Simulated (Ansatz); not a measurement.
Relax this structure to zero stress and force, keeping its symmetry:

```cif
data_structure
_symmetry_space_group_name_H-M 'P 1'
_symmetry_Int_Tables_number 1
_cell_length_a 4.0110
_cell_length_b 4.0110
_cell_length_c 4.0110
_cell_angle_alpha 60.000
_cell_angle_beta 60.000
_cell_angle_gamma 60.000
_cell_volume 45.63
loop_
_atom_site_label
_atom_site_type_symbol
_atom_site_fract_x
_atom_site_fract_y
_atom_site_fract_z
_atom_site_occupancy
Al1 Al 0.50000 0.50000 0.50000 1
Ni1 Ni 0.25000 0.25000 0.25000 1
Ni2 Ni 0.00000 0.00000 0.00000 1
Ni3 Ni 0.75000 0.75000 0.75000 1
```

Computed with DFT PBE+D3(BJ), scalar-relativistic, plane waves, PAW (Ansatz 0.2.0).

Settings: cutoff 420 eV, Γ-centred mesh 14×14×14 on the computed 4-atom cell, Gaussian smearing of 0.10 eV; no spin polarisation.

What does it relax to?

The volume drops by 0.41 Å³/atom to 11.00 Å³/atom, and the energy falls by 8.5 meV/atom. Final structure:
```
Al Ni
1.0
     0.00000    2.80215    2.80215
     2.80215    0.00000    2.80215
     2.80215    2.80215    0.00000
Al Ni
1 3
Direct
  0.50000 0.50000 0.50000
  0.25000 0.25000 0.25000
  0.00000 0.00000 0.00000
  0.75000 0.75000 0.75000
```

Course of the relaxation (steps run on the plane waves of an earlier cell, and the basis is chosen afresh near the end, so energy and pressure can step there; trial steps that raised the energy were taken back; energies are free energies):

```csv
step,E − E_final (meV/atom),P (GPa),V (Å³/atom)
1,8.5,-6.47,11.41
2,1.6,-3.04,11.18
3,-0.2,0.24,10.99
4,-0.2,-0.01,11.00
5,0.0,0.01,11.00
```